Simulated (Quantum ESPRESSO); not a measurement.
## Fe: phonons at N under several settings

```
Fe
1.0
    -1.44300    1.44300    1.44300
     1.44300   -1.44300    1.44300
     1.44300    1.44300   -1.44300
Fe
1
Direct
  0.00000 0.00000 0.00000
```

All runs used Quantum ESPRESSO 7.5; k mesh 9 × 9 × 9; relaxed cell; collinear spin, ferromagnetic start; cutoff 1225 eV; occupations cold, width 0.2 eV.

| level | potentials | volume (Å³/atom) | pressure (GPa) | frequencies (cm⁻¹) |
| --- | --- | --- | --- | --- |
| LDA | PseudoDojo 0.4.1 SR LDA standard | ? | -0.1 | ? |
| PBE | PseudoDojo 0.4.1 SR PBE standard | 11.44 | -0.1 | 145i 68 126 |
| PBEsol | PseudoDojo 0.4.1 SR PBEsol standard | 10.77 | -0.1 | 280i 266i 155i |
| WC | PseudoDojo 0.4.1 SR PBE standard | 10.82 | -0.1 | 292i 288i 193i |
| revPBE | PseudoDojo 0.4.1 SR PBE standard | 12.10 | 0.0 | 131 309 372 |
| AM05 | PseudoDojo 0.4.1 SR PBE standard | 10.68 | -0.1 | 543i 514i 482i |

What stands in the row left open?

Volume 10.43 Å³/atom; frequencies 127i 168 199 cm⁻¹.

Values marked i are imaginary: the cell is unstable against those modes at that level, or the meshes are too thin.

Caveats: the mesh is thin for the phonons of a metal; the q point doesn't lie on the k mesh, which can shift a metal's frequencies strongly unless the mesh is converged; some modes are imaginary (some runs); the potentials were made for another functional, which shifts forces and pressure (some runs).

For the row left open. Caveat: the k mesh is coarse; the mesh is thin for the phonons of a metal; some modes are imaginary; the q point doesn't lie on the k mesh, which can shift a metal's frequencies strongly unless the mesh is converged.
